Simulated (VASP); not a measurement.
# FeGe2 (I4/mcm) in VASP: electric field gradients with PBEsol

Aim: the electric field gradients of FeGe2 with PBEsol.

Program: VASP 6.6.1. These are calculated values, not measurements. Logs are shortened: lines on timing, memory, paths and dates and some standing lists are left out, and cuts for length are marked.

## (1) The structure

The structure is tetragonal, space group I4/mcm (No. 140). The conventional cell has a = 5.919 Å, b = 5.919 Å, c = 4.903 Å, α = 90.00°, β = 90.00°, γ = 90.00°. Fe (site symmetry 422) has 2 Fe at 2.45 Å and 8 Ge at 2.55 Å as nearest neighbours. Around Ge (site symmetry m2m) lie 4 Fe at 2.55 Å and 3 Ge at 2.59 to 2.92 Å.

The cell is a database's computed one.

## (2) Electric field gradients, PBEsol, collinear spin, ferromagnetic start

INCAR reads:

```
PREC = Accurate
ENCUT = 600
EDIFF = 1E-7
ISMEAR = -1
SIGMA = 0.05
LREAL = False
LASPH = True
NELM = 120
ALGO = Normal
ISIF = 2
LWAVE = False
LCHARG = False
ISPIN = 2
MAGMOM = 2.5 2.5 0 0 0 0
LORBIT = 11
LMAXMIX = 4
GGA = PS
LEFG = True
```

KPOINTS reads:

```
Automatic mesh
0
Gamma
  9 9 9
```

POSCAR reads:

```
FeGe2
1.0
   -2.9595565636      2.9595565636      2.4514030100
    2.9595565636     -2.9595565636      2.4514030100
    2.9595565636      2.9595565636     -2.4514030100
Fe Ge
2 4
Direct
    0.7500000000      0.7500000000      0.0000000000
    0.2500000000      0.2500000000      0.0000000000
    0.1548926100      0.6548926100      0.8097852200
    0.3451073900      0.1548926100      0.5000000000
    0.6548926100      0.8451073900      0.5000000000
    0.8451073900      0.3451073900      0.1902147800
```

Potentials or basis: VASP PAW PBE potentials, release 64 (Fe_sv, Ge_d).

Run with:

```
$ cat potpaw_PBE.64/Fe_sv/POTCAR potpaw_PBE.64/Ge_d/POTCAR > POTCAR
$ mpirun -np 1 vasp_std > vasp.out
```

OUTCAR:

```text
PREC = Accurate
   ENCUT = 600
   EDIFF = 1E-7
   ISMEAR = -1
   LREAL = False
   LASPH = True
   NELM = 120
   ISIF = 2
   ISPIN = 2
   LORBIT = 11
   GGA = PS

 ion  position               nearest neighbor table
   1  0.750  0.750  0.000-   2 2.45   2 2.45   6 2.55   3 2.55   3 2.55   6 2.55   5 2.55   4 2.55
                             5 2.55   4 2.55
   2  0.250  0.250  0.000-   1 2.45   1 2.45   6 2.55   3 2.55   3 2.55   6 2.55   4 2.55   4 2.55
                             5 2.55   5 2.55
   3  0.155  0.655  0.810-   1 2.55   2 2.55   1 2.55   2 2.55   6 2.59
   4  0.345  0.155  0.500-   1 2.55   2 2.55   2 2.55   1 2.55   5 2.59
   5  0.655  0.845  0.500-   2 2.55   1 2.55   1 2.55   2 2.55   4 2.59
   6  0.845  0.345  0.190-   1 2.55   2 2.55   1 2.55   2 2.55   3 2.59

  LATTYP: Found a body centered tetragonal cell.
 ALAT       =     5.9191131272
 C/A-ratio  =     0.8283007800

  Lattice vectors:

 A1 = (  -2.9595565636,   2.9595565636,   2.4514030100)
 A2 = (   2.9595565636,  -2.9595565636,   2.4514030100)
 A3 = (   2.9595565636,   2.9595565636,  -2.4514030100)

Analysis of symmetry for initial positions (statically):
=====================================================================
 Subroutine PRICEL returns:
 Original cell was already a primitive cell.

 Routine SETGRP: Setting up the symmetry group for a
 body centered tetragonal supercell.

 Subroutine GETGRP returns: Found 16 space group operations
 (whereof  8 operations were pure point group operations)
 out of a pool of 16 trial point group operations.

The static configuration has the point symmetry C_4h.
 The point group associated with its full space group is D_4h.

Analysis of symmetry for dynamics (positions and initial velocities):
=====================================================================
 Subroutine PRICEL returns:
 Original cell was already a primitive cell.

 Routine SETGRP: Setting up the symmetry group for a
 body centered tetragonal supercell.

 Subroutine GETGRP returns: Found 16 space group operations
 (whereof  8 operations were pure point group operations)
 out of a pool of 16 trial point group operations.

The dynamic configuration has the point symmetry C_4h.
 The point group associated with its full space group is D_4h.

[... 2976 lines left out ...]
  external PRESSURE =     -63.2546702 kB  Pullay stress =       0.0000000 kB

 VOLUME and BASIS-vectors are now :
 -----------------------------------------------------------------------------
  energy-cutoff  :      600.00
  volume of cell :       85.89
      direct lattice vectors                 reciprocal lattice vectors
    -2.959556564  2.959556564  2.451403010     0.000000000  0.168944228  0.203964831
     2.959556564 -2.959556564  2.451403010     0.168944228  0.000000000  0.203964831
     2.959556564  2.959556564 -2.451403010     0.168944228  0.168944228  0.000000000

 POSITION                                       TOTAL-FORCE (eV/Angst)
 -----------------------------------------------------------------------------------
      0.00000      0.00000      3.67710        -0.000000      0.000000      0.000000
      0.00000      0.00000      1.22570         0.000000     -0.000000      0.000000
      3.87638      0.91683     -0.00000         0.123095      0.123095     -0.000000
      0.91683      2.04273      0.00000         0.123095     -0.123095     -0.000000
      2.04273      0.91683      2.45140        -0.123095      0.123095      0.000000
     -0.91683      2.04273      2.45140        -0.123095     -0.123095      0.000000
 -----------------------------------------------------------------------------------
    total drift:                               -0.000000     -0.000000      0.000000

  FREE ENERGIE OF THE ION-ELECTRON SYSTEM (eV)
  ---------------------------------------------------
  free  energy   TOTEN  =       -38.6801615210 eV

  energy  without entropy=      -38.6561594744  energy(sigma->0) =      -38.66816050

 Electric field gradients (V/A^2)
---------------------------------------------------------------------
 ion       V_xx      V_yy      V_zz      V_xy      V_xz      V_yz
---------------------------------------------------------------------
   1       2.506     2.506    -5.012     0.006     0.004     0.004
   2       2.506     2.506    -5.012     0.006     0.004     0.004
   3     -31.631   -31.631    63.261    40.688     0.002     0.002
   4     -31.631   -31.631    63.262   -40.688     0.001     0.001
   5     -31.631   -31.631    63.262   -40.688     0.001     0.001
   6     -31.631   -31.631    63.261    40.688     0.002     0.002
---------------------------------------------------------------------

 Electric field gradients after diagonalization (V/A^2)
 (convention: |V_zz| > |V_xx| > |V_yy|)
----------------------------------------------------------------------
 ion       V_xx      V_yy      V_zz     asymmetry (V_yy - V_xx)/ V_zz
----------------------------------------------------------------------
   1       2.512     2.500    -5.012       0.002
   2       2.512     2.500    -5.012       0.002
   3      63.261     9.057   -72.318       0.750
   4      63.262     9.057   -72.320       0.750
   5      63.262     9.057   -72.320       0.750
   6      63.261     9.057   -72.318       0.750
----------------------------------------------------------------------

           NMR quadrupolar parameters

 Cq : quadrupolar parameter    Cq=e*Q*V_zz/h
 eta: asymmetry parameters     (V_yy - V_xx)/ V_zz
 Q  : nuclear electric quadrupole moment in mb (millibarn)
----------------------------------------------------------------------
 ion       Cq(MHz)       eta       Q (mb)
----------------------------------------------------------------------
   1      -0.012       0.002       1.000
   2      -0.012       0.002       1.000
   3      -0.175       0.750       1.000
   4      -0.175       0.750       1.000
   5      -0.175       0.750       1.000
   6      -0.175       0.750       1.000
----------------------------------------------------------------------

 total charge

# of ion       s       p       d       tot
------------------------------------------
    1        2.157   6.025   5.639  13.821
    2        2.157   6.025   5.639  13.821
    3        1.156   1.109  10.068  12.334
    4        1.156   1.109  10.068  12.334
    5        1.156   1.109  10.068  12.334
    6        1.156   1.109  10.068  12.334
--------------------------------------------------
tot          8.939  16.486  51.551  76.977

 magnetization (x)

# of ion       s       p       d       tot
------------------------------------------
    1        0.004   0.004   1.265   1.273
    2        0.004   0.004   1.265   1.273
    3       -0.001  -0.047  -0.001  -0.049
    4       -0.001  -0.047  -0.001  -0.049
    5       -0.001  -0.047  -0.001  -0.049
    6       -0.001  -0.047  -0.001  -0.049
--------------------------------------------------
tot          0.005  -0.179   2.524   2.350
```

OSZICAR:

```text
N       E                     dE             d eps       ncg     rms          rms(c)
DAV:   1     0.149496929260E+04    0.14950E+04   -0.44869E+04 21864   0.499E+03
DAV:   2     0.253219125697E+03   -0.12418E+04   -0.12058E+04 16528   0.129E+03
DAV:   3    -0.148100035563E+02   -0.26803E+03   -0.25877E+03 16615   0.395E+02
DAV:   4    -0.408500405832E+02   -0.26040E+02   -0.25312E+02 20217   0.134E+02
DAV:   5    -0.418132325008E+02   -0.96319E+00   -0.95844E+00 20383   0.306E+01    0.229E+01
DAV:   6    -0.572877936250E+02   -0.15475E+02   -0.88655E+01 22897   0.812E+01    0.612E+01
DAV:   7    -0.386444175229E+02    0.18643E+02   -0.47236E+01 19775   0.644E+01    0.633E+00
DAV:   8    -0.387539085151E+02   -0.10949E+00   -0.42906E+00 20191   0.115E+01    0.286E+00
DAV:   9    -0.386820857361E+02    0.71823E-01   -0.45177E-01 21884   0.595E+00    0.146E+00
DAV:  10    -0.386800849093E+02    0.20008E-02   -0.39928E-02 19248   0.208E+00    0.634E-01
DAV:  11    -0.386801963568E+02   -0.11145E-03   -0.40898E-03 23034   0.538E-01    0.372E-01
DAV:  12    -0.386801463757E+02    0.49981E-04   -0.62730E-04 21584   0.218E-01    0.138E-01
DAV:  13    -0.386801626224E+02   -0.16247E-04   -0.99730E-05 19379   0.812E-02    0.737E-02
DAV:  14    -0.386801615066E+02    0.11158E-05   -0.17011E-05 20619   0.395E-02    0.296E-02
DAV:  15    -0.386801615851E+02   -0.78508E-07   -0.39290E-06 19536   0.137E-02    0.132E-02
DAV:  16    -0.386801615210E+02    0.64036E-07   -0.29907E-07 15114   0.407E-03
   1 F= -.38680162E+02 E0= -.38668160E+02  d E =-.240020E-01  mag=     2.3723
```

stdout:

```text
POSCAR found type information on POSCAR FeGe
 POSCAR found :  2 types and       6 ions
 scaLAPACK will be used
 -----------------------------------------------------------------------------
|                                                                             |
|                                                                             |
|     You enforced a specific xc type in the INCAR file but a different       |
|     I HOPE YOU KNOW WHAT YOU ARE DOING!                                     |
|                                                                             |
 -----------------------------------------------------------------------------

 LDA part: xc-table for (Slater+PW92), standard interpolation
 POSCAR, INCAR and KPOINTS ok, starting setup
 FFT: planning ... GRIDC
 FFT: planning ... GRID_SOFT
 FFT: planning ... GRID
 WAVECAR not read
 entering main loop
ion   1

ion   2

ion   3

ion   4

ion   5

ion   6
```

It took 18 min on 1 thread of Intel Xeon Platinum 8488C (Sapphire Rapids), shared host; peak memory 0.71 GiB.

Results:

| Item | Value |
| --- | --- |
| Free energy | -38.6802 eV |
| Pressure | -6.3 GPa |
| Largest force | 0.174 eV/Å |
| Band gap on the k mesh | none (metal or under the smearing width) |
| Net moment | 2.37 μB per cell |
| Site moments | Fe +1.27; Ge -0.05 μB |
| Valence electrons inside the program's atomic spheres | Fe 13.82; Ge 12.33 |

Forces in eV/Å, atoms in the order of the input:
```
Fe   0.000  0.000  0.000
Fe   0.000  0.000  0.000
Ge   0.123  0.123  0.000
Ge   0.123 -0.123  0.000
Ge  -0.123  0.123  0.000
Ge  -0.123 -0.123  0.000
```

Stress tensor (GPa, compression positive):
```
-7.11  0.00  0.00
 0.00 -7.11  0.00
 0.00  0.00 -4.76
```

Levels at points of the mesh, in eV from the Fermi level:
Spin up:
```
           k point  band 42  band 43  band 44  band 45  band 46  band 47  band 48  band 49
(0.00, 0.00, 0.00)    -1.93    -1.48    -1.25    -1.06    -1.06     0.13     0.13     0.39
```
Spin down:
```tsv
k point	band 41	band 42	band 43	band 44	band 45	band 46
(0.00, 0.00, 0.00)	-1.89	-1.79	-0.50	-0.41	0.65	0.65
```

Electric field gradients, principal values (V/Å²):
```csv
atom,Vxx,Vyy,Vzz
1 Fe,2.500,2.512,-5.012
2 Fe,2.500,2.512,-5.012
3 Ge,9.057,63.261,-72.318
4 Ge,9.057,63.262,-72.320
5 Ge,9.057,63.262,-72.320
6 Ge,9.057,63.261,-72.318
```

Caveat: the PAW data sets were made with another functional, which shifts forces and pressure a little.
